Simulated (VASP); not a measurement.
# MgS (I4mm) in VASP: single point with PBE

Aim: the single point of MgS with PBE.

Program: VASP 6.6.1. These are calculated values, not measurements. Logs are shortened: lines on timing, memory, paths and dates and some standing lists are left out, and cuts for length are marked.

### 1 The structure

The structure is tetragonal, space group I4mm (No. 107). Conventional cell: a = 3.683 Å, b = 3.683 Å, c = 5.209 Å, α = 90.00°, β = 90.00°, γ = 90.00°. Mg (site symmetry 4mm) is surrounded by 6 S at 2.55 to 2.65 Å. S (site symmetry 4mm) is surrounded by 6 Mg at 2.55 to 2.65 Å.

The cell is a database's computed one.

### 2 Single point, PBE, collinear spin, zero start

INCAR

```
PREC = Accurate ; ENCUT = 520
EDIFF = 1E-7 ; ISMEAR = 0
SIGMA = 0.1 ; LREAL = F
LASPH = T ; NELM = 150
ALGO = Fast ; ISIF = 2
LWAVE = F ; LCHARG = F
ISPIN = 2 ; MAGMOM = 0 0
LORBIT = 11 ; GGA = PE
NBANDS = 15
```

KPOINTS

```
Automatic mesh
0
Gamma
  2 2 2
```

POSCAR

```
MgS
1.0
    0.0000000000      2.6043975556      2.6043975556
    2.6043975556      0.0000000000      2.6043975556
    2.6043975556      2.6043975556      0.0000000000
Mg S
1 1
Direct
    0.0000000000      0.0000000000      0.0000000000
    0.5095991489      0.5095991489      0.4904008511
```

Potentials or basis: VASP PAW PBE potentials, release 64 (Mg, S).

Run with:

```bash
$ cat potpaw_PBE.64/Mg/POTCAR potpaw_PBE.64/S/POTCAR > POTCAR
$ mpirun -np 1 vasp_std > vasp.out
```

OUTCAR:

```text
PREC = Accurate
   ENCUT = 520
   EDIFF = 1E-7
   ISMEAR = 0
   LREAL = F
   LASPH = T
   NELM = 150
   ISIF = 2
   ISPIN = 2
   LORBIT = 11
   GGA = PE

 ion  position               nearest neighbor table
   1  0.000  0.000  0.000-   2 2.55   2 2.60   2 2.60   2 2.60   2 2.60   2 2.65
   2  0.510  0.510  0.490-   1 2.55   1 2.60   1 2.60   1 2.60   1 2.60   1 2.65

  LATTYP: Found a face centered cubic cell.
 ALAT       =     5.2087951112

  Lattice vectors:

 A1 = (   0.0000000000,   2.6043975556,   2.6043975556)
 A2 = (   2.6043975556,   0.0000000000,   2.6043975556)
 A3 = (   2.6043975556,   2.6043975556,   0.0000000000)

Analysis of symmetry for initial positions (statically):
=====================================================================
 Subroutine PRICEL returns:
 Original cell was already a primitive cell.

 Routine SETGRP: Setting up the symmetry group for a
 face centered cubic supercell.

 Subroutine GETGRP returns: Found  8 space group operations
 (whereof  8 operations were pure point group operations)
 out of a pool of 48 trial point group operations.

The static configuration has the point symmetry C_4v.

Analysis of symmetry for dynamics (positions and initial velocities):
=====================================================================
 Subroutine PRICEL returns:
 Original cell was already a primitive cell.

 Routine SETGRP: Setting up the symmetry group for a
 face centered cubic supercell.

 Subroutine GETGRP returns: Found  8 space group operations
 (whereof  8 operations were pure point group operations)
 out of a pool of 48 trial point group operations.

The dynamic configuration has the point symmetry C_4v.

Analysis of structural, dynamic, and magnetic symmetry:
=====================================================================
 Subroutine PRICEL returns:
 Original cell was already a primitive cell.

 Routine SETGRP: Setting up the symmetry group for a
 face centered cubic supercell.

 Subroutine GETGRP returns: Found  8 space group operations
 (whereof  8 operations were pure point group operations)
 out of a pool of 48 trial point group operations.

The overall configuration has the point symmetry C_4v.

 Subroutine INISYM returns: Found  8 space group operations
 (whereof  8 operations are pure point group operations),
 and found     1 'primitive' translations

----------------------------------------------------------------------------------------

                                     Primitive cell

  volume of cell :      35.3307

  direct lattice vectors                    reciprocal lattice vectors
     0.000000000  2.604397556  2.604397556    -0.191982979  0.191982979  0.191982979
     2.604397556  0.000000000  2.604397556     0.191982979 -0.191982979  0.191982979
     2.604397556  2.604397556  0.000000000     0.191982979  0.191982979 -0.191982979

  length of vectors
     3.683174345  3.683174345  3.683174345     0.332524273  0.332524273  0.332524273

  position of ions in fractional coordinates (direct lattice)
     0.000000000  0.000000000  0.000000000
     0.509599149  0.509599149  0.490400851

  ion indices of the primitive-cell ions
   primitive index   ion index
                 1           1
                 2           2

----------------------------------------------------------------------------------------

 KPOINTS: Automatic mesh

Automatic generation of k-mesh.
 Grid dimensions read from file:
 generate k-points for:    2    2    2

 Generating k-lattice:

  Cartesian coordinates                     Fractional coordinates (reciprocal lattice)
    -0.095991489  0.095991489  0.095991489     0.500000000  0.000000000  0.000000000
     0.095991489 -0.095991489  0.095991489     0.000000000  0.500000000  0.000000000
     0.095991489  0.095991489 -0.095991489     0.000000000  0.000000000  0.500000000

  Length of vectors
     0.166262137  0.166262137  0.166262137

  Shift w.r.t. Gamma in fractional coordinates (k-lattice)
     0.000000000  0.000000000  0.000000000

 Subroutine IBZKPT returns following result:
 ===========================================

 Found      4 irreducible k-points:

[... 21 lines left out ...]
   LASPH  =      T    aspherical Exc in radial PAW
   ENCUT  =  520.0 eV  38.22 Ry    6.18 a.u.   6.85  6.85  6.85*2*pi/ulx,y,z
   NELM   =    150;   NELMIN=  2; NELMDL= -5     # of ELM steps
   EDIFF  = 0.1E-06   stopping-criterion for ELM
   LREAL  =      F    real-space projection
   EDIFFG = 0.1E-05   stopping-criterion for IOM
   NSW    =      0    number of steps for IOM
   IBRION =     -1    ionic relax: 0-MD 1-quasi-New 2-CG
   NFREE  =      0    steps in history (QN), initial steepest desc. (CG)
   ISIF   =      2    stress and relaxation
   ISYM   =      2    0-nonsym 1-usesym 2-fastsym
   POTIM  = 0.5000    time-step for ionic-motion
   TEBEG  =    0.0;   TEEND  =   0.0 temperature during run
   PSTRESS=    0.0 pullay stress
   NELECT =       8.0000    total number of electrons
   NUPDOWN=      -1.0000    fix difference up-down
   EMIN   =  10.00;   EMAX   =-10.00  energy-range for DOS
   EFERMI =   0.00;   METHOD = LEGACY
   ISMEAR =     0;   SIGMA  =   0.10  broadening in eV -4-tet -1-fermi 0-gaus
   EFERMI_NEDOS =   21; number of points for ismear=-14 and -15
   IALGO  =     68    algorithm
   IMIX   =      4    mixing-type and parameters
     AMIX     =   0.40;   BMIX     =  1.00
     AMIX_MAG =   1.60;   BMIX_MAG =  1.00
  volume/ion in A,a.u.               =      17.67       119.21
  Fermi-wavevector in a.u.,A,eV,Ry     =   0.997825  1.885615 13.546695  0.995654
  Thomas-Fermi vector in A             =   2.130007
   LORBIT       =     11    0 simple, 1 ext, 2 COOP (PROOUT), +10 PAW based schemes
   GGA     = PE    functional components
   LHFCALC =     F    Hartree Fock is set to
   AEXX    =    0.0000 exact exchange contribution
   IVDW    =     0    specifies the selected vdW correction
   LEPSILON=     F    determine dielectric tensor
   LRPA    =     F    only Hartree local field effects (RPA)
 spin polarized calculation
 RMM-DIIS sequential band-by-band and
 Gauss-broadening in eV      SIGMA  =   0.10
  energy-cutoff  :      520.00
  volume of cell :       35.33
 maximum number of plane-waves:       960
 NGX is ok and might be reduce to    28
   NGX = 13   NGY = 13   NGZ = 13

 number of electron       8.0000001 magnetization       0.0000000

 number of electron       8.0000001 magnetization      -0.0000000

 Free energy of the ion-electron system (eV)
  ---------------------------------------------------
  ext. energy  EPLUGINS =         0.00000000
  ---------------------------------------------------
  free energy    TOTEN  =        -7.10838632 eV

  energy without entropy =       -7.10838632  energy(sigma->0) =       -7.10838632

 E-fermi :   4.5602     XC(G=0):  -9.5502

 val. band max:        4.0885958060   @ k =   0.0000   0.0000   0.0000
 cond. band min:       6.5189706520   @ k =   0.0000   0.5000   0.5000
 fundamental gap:      2.4303748461
 Fermi energy:         4.5601708627

 spin component 1

 k-point     1 :       0.0000    0.0000    0.0000
  band No.  band energies     occupation
      1      -8.5763      1.00000
      2       4.0845      1.00000
      3       4.0886      1.00000
      4       4.0886      1.00000
      5       7.6314      0.00000
      6      11.7963      0.00000
      7      11.7963      0.00000
      8      11.8005      0.00000
      9      14.1964      0.00000
     10      14.2035      0.00000
     11      16.4061      0.00000
     12      16.9125      0.00000
     13      16.9125      0.00000
     14      16.9158      0.00000
[... 40 lines left out ...]
      1      -6.8259      1.00000
      2      -0.2284      1.00000
      3       2.3383      1.00000
      4       2.3402      1.00000
      5       6.5190      0.00000
      6       8.2539      0.00000
      7      16.0485      0.00000
      8      16.6830      0.00000
      9      17.2237      0.00000
     10      17.2344      0.00000
     11      19.7890      0.00000
     12      19.7896      0.00000
     13      21.7004      0.00000
     14      24.5536      0.00000
     15      24.7866      0.00000
 Fermi energy:         4.5601708627

 spin component 2

 k-point     1 :       0.0000    0.0000    0.0000
  band No.  band energies     occupation
      1      -8.5763      1.00000
      2       4.0845      1.00000
      3       4.0886      1.00000
      4       4.0886      1.00000
      5       7.6314      0.00000
      6      11.7963      0.00000
      7      11.7963      0.00000
      8      11.8004      0.00000
      9      14.1964      0.00000
     10      14.2035      0.00000
     11      16.4061      0.00000
     12      16.9125      0.00000
     13      16.9125      0.00000
     14      16.9158      0.00000
[... 41 lines left out ...]
      2      -0.2284      1.00000
      3       2.3383      1.00000
      4       2.3402      1.00000
      5       6.5190      0.00000
      6       8.2539      0.00000
      7      16.0485      0.00000
      8      16.6830      0.00000
      9      17.2237      0.00000
     10      17.2344      0.00000
     11      19.7890      0.00000
     12      19.7896      0.00000
     13      21.7004      0.00000
     14      24.5529      0.00000
     15      24.7811      0.00000

------------------------ aborting loop because EDIFF is reached ----------------------------------------

  FORCE on cell =-STRESS in cart. coord.  units (eV):
  Direction    XX          YY          ZZ          XY          YZ          ZX
  --------------------------------------------------------------------------------------
  -------------------------------------------------------------------------------------
  Total        1.6382295      1.6382295      1.7061733      0.0000000     -0.0000000      0.0000000
  in kB       74.2905370     74.2905370     77.3716535      0.0000000     -0.0000000      0.0000000
  external PRESSURE =      75.3175758 kB  Pullay stress =       0.0000000 kB

 VOLUME and BASIS-vectors are now :
 -----------------------------------------------------------------------------
  energy-cutoff  :      520.00
  volume of cell :       35.33
      direct lattice vectors                 reciprocal lattice vectors
     0.000000000  2.604397556  2.604397556    -0.191982979  0.191982979  0.191982979
     2.604397556  0.000000000  2.604397556     0.191982979 -0.191982979  0.191982979
     2.604397556  2.604397556  0.000000000     0.191982979  0.191982979 -0.191982979

 POSITION                                       TOTAL-FORCE (eV/Angst)
 -----------------------------------------------------------------------------------
      0.00000      0.00000      0.00000         0.000000      0.000000      0.099557
      2.60440      2.60440      2.65440         0.000000      0.000000     -0.099557
 -----------------------------------------------------------------------------------
    total drift:                                0.000000      0.000000      0.000005

  FREE ENERGIE OF THE ION-ELECTRON SYSTEM (eV)
  ---------------------------------------------------
  free  energy   TOTEN  =        -7.1083863176 eV

  energy  without entropy=       -7.1083863176  energy(sigma->0) =       -7.10838632

 total charge

# of ion       s       p       d       tot
------------------------------------------
    1        0.101   0.127   0.047   0.275
    2        1.256   2.657   0.000   3.913
--------------------------------------------------
tot          1.357   2.784   0.047   4.189

 magnetization (x)

# of ion       s       p       d       tot
------------------------------------------
    1        0.000   0.000   0.000   0.000
    2        0.000   0.000   0.000   0.000
--------------------------------------------------
tot          0.000   0.000   0.000   0.000
```

Wall time 6.1 s (1 thread of AMD EPYC 9R45 (Zen 5), shared host); peak memory 0.13 GiB.

What came out:

| Item | Value |
| --- | --- |
| Free energy | -7.1084 eV |
| Pressure | 7.5 GPa |
| Largest force | 0.100 eV/Å |
| Band gap on the k mesh | 2.43 eV, indirect (least direct gap 3.54 eV) |
| Net moment | 0.00 μB per cell |
| Valence electrons inside the program's atomic spheres | Mg 0.28; S 3.91 |

Forces on the atoms (eV/Å):
```
Mg   0.000  0.000  0.100
S    0.000  0.000 -0.100
```

Caveat: the k mesh is coarse (spacing up to 1.04 Å⁻¹), so the values aren't converged.
